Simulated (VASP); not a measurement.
GaAs:

```
Ga As
1.0
     0.00000    2.82685    2.82685
     2.82685    0.00000    2.82685
     2.82685    2.82685    0.00000
Ga As
1 1
Direct
  0.00000 0.00000 0.00000
  0.25000 0.25000 0.25000
```

| Item | Value |
| --- | --- |
| Program | VASP 6.6.1 |
| Task | relaxation of cell and atoms |
| Functional | LDA |
| Potentials or basis | VASP PAW LDA potentials, release 64 (Ga_d, As) |
| Cutoff | 600 eV |
| k mesh | 10 × 10 × 10 |
| Occupations | gaussian, width 0.03 eV |
| Spin | no spin polarisation |

At the start: pressure -1.6 GPa; volume 22.59 Å³/atom.

Problem. How do energy, volume and symmetry change on relaxing?

Solution. Over 3 steps the energy falls by 2.7 meV/atom and the volume is 22.08 Å³/atom (-2.3 %); space group F-43m (No. 216, to 0.05 Å).

Step by step:
```csv
step,energy change (eV),largest force (eV/Å),pressure (GPa),volume (Å³)
1,0.0000,0.0000,-1.63,45.18
2,-0.0042,0.0000,0.76,43.69
3,-0.0053,0.0000,0.01,44.15
```

Final structure:
```yaml
crystal:
  lattice:
    - [0.00000, 2.80531, 2.80531]
    - [2.80531, 0.00000, 2.80531]
    - [2.80531, 2.80531, 0.00000]
  atoms:
    - { symbol: Ga, position: [0.00000, 0.00000, 0.00000] }
    - { symbol: As, position: [0.25000, 0.25000, 0.25000] }
```
